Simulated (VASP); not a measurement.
**GaAs: relaxation of cell and atoms with PBE**

GaAs:

```
As Ga
1.0
     0.00000    2.82685    2.82685
     2.82685    0.00000    2.82685
     2.82685    2.82685    0.00000
As Ga
1 1
Cartesian
  4.2403 4.2403 4.2403
  0.0000 0.0000 0.0000
```

```json
{
 "Program": "VASP 6.6.1",
 "Task": "relaxation of cell and atoms",
 "Functional": "PBE",
 "Potentials or basis": "VASP PAW PBE potentials, release 64 (As, Ga_d)",
 "Cutoff": "600 eV",
 "k mesh": "8 × 8 × 8",
 "Occupations": "fermi-dirac, width 0.05 eV",
 "Spin": "no spin polarisation",
 "Further INCAR settings": "ALGO = Normal; EDIFF = 1e-06; IBRION = 2; EDIFFG = -0.005; NSW = 60; ISIF = 3"
}
```

* Relaxed volume: 23.76 Å³/atom
* Relaxed cell: a = 4.066 Å, b = 4.066 Å, c = 4.066 Å, α = 60.00°, β = 60.00°, γ = 60.00°
* Space group after relaxing (to 0.05 Å): F-43m (No. 216)
* Energy gained by relaxing: 12.0 meV/atom
* Ionic steps: 9
* Pressure after relaxing: 0.0 GPa
* Band gap on the k mesh: 0.15 eV, direct

Step by step:
| step | energy change (eV) | largest force (eV/Å) | pressure (GPa) | volume (Å³) |
| --- | --- | --- | --- | --- |
| 1 | 0.0000 | 0.0000 | 3.43 | 45.18 |
| 2 | -0.0211 | 0.0000 | -0.98 | 48.42 |
| 3 | -0.0240 | 0.0000 | 0.08 | 47.54 |
| 4 | -0.0240 | 0.0000 | -0.10 | 47.61 |
| 5 | -0.0240 | 0.0000 | 0.03 | 47.51 |
| 6 | -0.0240 | 0.0000 | -0.06 | 47.54 |
| 7 | -0.0240 | 0.0000 | 0.05 | 47.52 |
| 8 | -0.0240 | 0.0000 | -0.06 | 47.53 |
| 9 | -0.0240 | 0.0000 | -0.02 | 47.53 |

Final structure:
```xyz
2
Lattice="0.0000 2.8750 2.8750 2.8750 0.0000 2.8750 2.8750 2.8750 0.0000" Properties=species:S:1:pos:R:3 pbc="T T T"
As    4.3125    4.3125    4.3125
Ga    0.0000    0.0000    0.0000
```

Levels at points of the mesh, in eV from the valence-band top:
```tsv
k point	band 5	band 6	band 7	band 8	band 9	band 10	band 11	band 12	band 13
(0.00, 0.00, 0.00)	-14.66	-12.37	0.00	0.00	0.00	0.15	3.71	3.71	3.71
(0.50, 0.00, 0.00)	-14.65	-10.76	-6.37	-1.07	-1.07	0.86	4.61	4.61	7.70
(0.50, 0.50, 0.00)	-14.65	-10.09	-6.59	-2.51	-2.51	1.56	1.67	9.77	9.77
```

Run time: 88 s on 1 thread of Intel(R) Xeon(R) Platinum 8488C (Sapphire Rapids), on a shared host, peak memory 0.19 GiB.

As with any semilocal functional, this PBE gap is likely too small. Zero-point motion and thermal expansion aren't in these numbers.
